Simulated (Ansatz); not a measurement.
# LiCl: the cost of one run

Method: reference: DFT, PBEsol, plane waves, PAW, in Ansatz 0.2.0.

5 further runs of the same task are left out: 1 for a known fault of the program, 4 that didn't finish.

## 1. The starting structure

The structure is cubic, space group Fm-3m (No. 225). The conventional cell has a = 5.112 Å, b = 5.112 Å, c = 5.112 Å, α = 90.00°, β = 90.00°, γ = 90.00°. Around Li (site symmetry m-3m) lie 6 Cl at 2.56 Å. Cl (site symmetry m-3m) is surrounded by 6 Li at 2.56 Å.

Structure file:

```
Li Cl
1.0
     0.00000    2.55604    2.55604
     2.55604    0.00000    2.55604
     2.55604    2.55604    0.00000
Li Cl
1 1
Direct
  0.00000 0.00000 0.00000
  0.50000 0.50000 0.50000
```

## 2. Baseline

input.yaml reads:

```yaml
crystal:
  lattice:
    - [0.0, 2.5560369945, 2.5560369945]
    - [2.5560369945, 0.0, 2.5560369945]
    - [2.5560369945, 2.5560369945, 0.0]
  atoms:
    - { symbol: Li, position: [0.0, 0.0, 0.0] }
    - { symbol: Cl, position: [0.5, 0.5, 0.5] }
kpoints:
  mp_grid: { grid: [6, 6, 6] }
hamiltonian:
  xc: pbesol
scf:
  occupations: { method: fixed }
  n_extra_bands: 4
output:
  forces: true
  stress: true
  eigenvalues: true
```

Command:

```sh
ansatz run input.yaml --threads 4 --pin off --max-ram 3686MiB --backend cpu --events-out ev --progress --plain --runs-dir out
```

What time and memory should one allow on 4 threads of an x86-64 CPU, shared host?

About 2.1 s, with a peak of 0.29 GiB.
